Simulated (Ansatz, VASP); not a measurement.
CuO: VASP beside Ansatz

Contents of INCAR:

```
SYSTEM = CuO
ALGO     = Normal         ! electronic algorithm
EDIFF    = 1E-6           ! SCF threshold, eV
ENCUT    = 520            ! plane-wave cutoff, eV
GGA      = PE             ! functional
ISIF     = 2              ! what is computed and relaxed
ISMEAR   = 0              ! smearing method
LASPH    = .True.         ! aspherical terms in the spheres
LCHARG   = .False.        ! write CHGCAR
LREAL    = .False.        ! projectors in reciprocal space
LWAVE    = .False.        ! write WAVECAR
NBANDS   = 16             ! bands
NELM     = 100            ! most SCF steps
PREC     = Accurate       ! precision mode
SIGMA    = 0.1            ! smearing width, eV
```

The input KPOINTS:

```
k-points
0
Gamma
  18 18 18
  0 0 0
```

The input POSCAR:

```
CuO
1.0
    0.0000000000      2.1705957768      2.1705957768
    1.9166085768      0.2539872000      1.9166085768
    2.1705957768      2.1705957768      0.0000000000
Cu O
1 1
Direct
   -0.0081833296      0.0245499888     -0.0081833296
    0.5081833296      0.4754500112      0.5081833296
```

Input for Ansatz:

```yaml
crystal:
  lattice:
    - [0.0, 2.1705957768, 2.1705957768]
    - [1.9166085768, 0.2539872, 1.9166085768]
    - [2.1705957768, 2.1705957768, 0.0]
  atoms:
    - { symbol: Cu, position: [-0.0081833296, 0.0245499888, -0.0081833296] }
    - { symbol: O, position: [0.5081833296, 0.4754500112, 0.5081833296] }
basis:
  ecutwfc: 420
kpoints:
  mp_grid: { grid: [18, 18, 18] }
hamiltonian:
  xc: pbe
scf:
  occupations: { method: gaussian, width: 0.1 }
output:
  forces: true
  stress: true
  eigenvalues: true
```

Alike in both runs: task single point; functional PBE; k mesh 18 × 18 × 18; occupations gaussian, width 0.1 eV; no spin polarisation.

|  | VASP | Ansatz |
| --- | --- | --- |
| version | VASP 6.6.1 | Ansatz 0.2.0 |
| potentials or method | VASP PAW PBE potentials, release 64 (Cu, O) | scalar-relativistic, plane waves, PAW |
| plane-wave cutoff (eV) | 520 | 420 |
| valence electrons in the cell | 17 | 25 |

|  | VASP | Ansatz | Ansatz less VASP |
| --- | --- | --- | --- |
| gap on the k mesh at the Fermi level (eV) | none | none | - |
| pressure (GPa) | 28.4 | 27.8 | -0.60 |
| largest component of the traceless stress (GPa) | 4.35 | 4.42 | +0.064 |
| rms of the force components (eV/Å) | 0.402 | 0.389 | -0.0131 |

Atom by atom the forces differ by 0.013 eV/Å (rms over components). A gap of «none» marks a metal or a gap that the smearing closes. The two sets of potentials don't hold the same shells in valence.

Caveats: so large a pressure means that the cell lies far from this level's equilibrium, or that cutoff or potentials fall short (VASP); an odd number of electrons without spin polarisation forces a metal; a magnetic or distorted state may lie lower; the run has no spin polarisation, though such a crystal can be magnetic; semilocal functionals often make such compounds metallic where correlation or magnetic order opens a gap, which also shifts bond lengths.
